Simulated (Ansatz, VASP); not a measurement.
# Two plane-wave programs on B

```
B
1.0
     4.42041    0.00000    0.00000
    -2.21021    3.82819    0.00000
     0.00000    0.00000    1.58638
B
3
Direct
  0.00000 0.00000 0.00000
  0.33333 0.66667 0.50000
  0.66667 0.33333 0.50000
```

Alike in both runs: functional r2SCAN; k mesh 12 × 12 × 28; occupations gaussian, width 0.1 eV; no spin polarisation.

Ansatz relaxed the structure, and its values are those at the end. VASP's run is a single point on that final structure, the one shown.

|  | VASP | Ansatz |
| --- | --- | --- |
| version | VASP 6.6.1 | Ansatz 0.2.0 |
| potentials or method | VASP PAW PBE potentials, release 64 (B) | scalar-relativistic, plane waves, PAW |
| plane-wave cutoff (eV) | 520 | 500 |
| valence electrons in the cell | 9 | 9 |

Ansatz gave:

- gap on the k mesh at the Fermi level (eV): none
- pressure (GPa): 0.0

Question: Estimate VASP's values.

Answer: gap on the k mesh at the Fermi level (eV): none; pressure (GPa): -0.3.

A gap of «none» marks a metal or a gap that the smearing closes. With one functional, cell and mesh, what is left measures potentials, basis and numerics.

Caveats: the PAW data sets were made with another functional, which shifts forces and pressure a little (VASP).
